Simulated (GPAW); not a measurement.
Runs of GPAW 26.7.0 on Ge. Symmetry: Ia-3, No. 206, cubic system. Conventional cell: a = 6.968 Å, b = 6.968 Å, c = 6.968 Å, α = 90.00°, β = 90.00°, γ = 90.00°. Around Ge (site symmetry 3) lie 4 Ge at 2.43 to 2.51 Å. This isn't the form of Ge at room conditions, which is diamond.

| task | level | potentials or basis | smearing | band path | band points | gap on the mesh (eV) | pressure (GPa) | largest force (eV/Å) |
| --- | --- | --- | --- | --- | --- | --- | --- | --- |
| band structure | LDA | the program's PAW data sets (release 1.2.1) made for this functional, pw | fermi-dirac 0.05 eV | GHNGPH,PN | 60 | - | (b) | 0.15 |
| single point | PBE | GPAW PAW data sets (gpaw-data 1.2.1), pw | gaussian 0.1 eV | - | - | none | 3.1 | (a) |
| band structure | PBEsol | PAW data sets generated in the run's folder for this functional, pw | fermi-dirac 0.05 eV | GHNGPH,PN | 60 | - | -0.1 | 0.24 |
| single point | revPBE+D3(BJ) | the program's PAW data sets (release 1.2.1) made for this functional, pw | gaussian 0.05 eV | - | - | none | -0.1 | 0.30 |
| single point | PBEsol | PAW data sets generated in the run's folder for this functional, pw | fermi-dirac 0.05 eV | - | - | none | -0.1 | 0.24 |

Alike in all rows: no spin polarisation; cell as given; k mesh 6 × 6 × 6; cutoff (eV) 600.

Problem. Estimate the missing entries.

Solution. (a) 0.28; (b) -2.0.

Caveats: pairwise dispersion overbinds metals, which lowers pressure and volume (some runs).

A k mesh can miss the band edges, and the runs leave out spin-orbit coupling on Ge.

A gap of «none» marks a metal or a gap under the smearing width.
